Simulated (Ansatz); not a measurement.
The same path of a periodic cell of 17 atoms, Si (host Si, host structure diamond, interstitial Si) was run twice with different band settings. Lost on the way: Si2–Si17. Made: Si13–Si17.

Theory: Ansatz 0.2.0, DFT PBEsol, scalar-relativistic, plane waves, PAW. Settings: PAW set soft_1, cutoff 420 eV, k mesh 2x2x2, fermi-dirac smearing 0.05 eV, no spin polarisation.

Relaxed end points:

```xyz
17
Lattice="0.0000 5.4300 5.4300 5.4300 0.0000 5.4300 5.4300 5.4300 0.0000" Properties=species:S:1:pos:R:3
Si 0.000 0.002 -0.036
Si 1.382 1.385 1.330
Si 2.712 2.720 -0.005
Si 4.048 4.050 1.331
Si 2.748 0.003 2.712
Si 4.067 1.364 4.076
Si 5.429 2.683 2.713
Si 6.808 4.054 4.092
Si 0.000 2.751 2.714
Si 1.364 4.068 4.077
Si 2.681 5.431 2.714
Si 4.048 6.815 4.095
Si 2.715 2.716 5.430
Si 4.067 4.069 6.781
Si 5.429 5.433 5.462
Si 6.792 6.794 6.781
Si 5.427 5.435 2.710
```

```xyz
17
Lattice="0.0000 5.4300 5.4300 5.4300 0.0000 5.4300 5.4300 5.4300 0.0000" Properties=species:S:1:pos:R:3
Si 0.005 0.006 0.005
Si 1.358 1.357 1.357
Si 2.709 2.711 0.006
Si 4.071 4.075 1.324
Si 2.710 0.005 2.710
Si 4.072 1.325 4.073
Si 5.451 2.694 2.693
Si 6.820 4.074 4.074
Si 0.006 2.710 2.708
Si 1.324 4.074 4.071
Si 2.688 5.457 2.689
Si 4.072 6.822 4.072
Si 2.691 2.693 5.453
Si 4.073 4.073 6.820
Si 5.454 5.456 5.454
Si 6.785 6.793 6.787
Si 4.070 4.077 4.072
```

Common settings: spring 5.0 eV/Å²; force threshold 0.05 eV/Å; end points relaxed.

| run | movable images | climbing image | optimiser | start path | iteration limit |
| --- | --- | --- | --- | --- | --- |
| 1 | 5 | yes | lbfgs | straight line | 52 |
| 2 | 4 | from the first iteration | quadratic models (default) | default | 50 |

Question: What does each run give, and how far can it be trusted?

Answer: Run 1: converged after 19 iterations, highest image 0.305 eV above the first end. By the program's own check the climbing image is a first-order saddle point (lowest curvatures found: -0.37 and 0.54 eV/Å²).
Run 2: converged after 8 iterations, highest image 0.305 eV above the first end. The order of the stationary point at the top wasn't checked.
Limits of this set-up: coarse k mesh, PAW files made for another functional, a small cell, in which the defect meets its images.
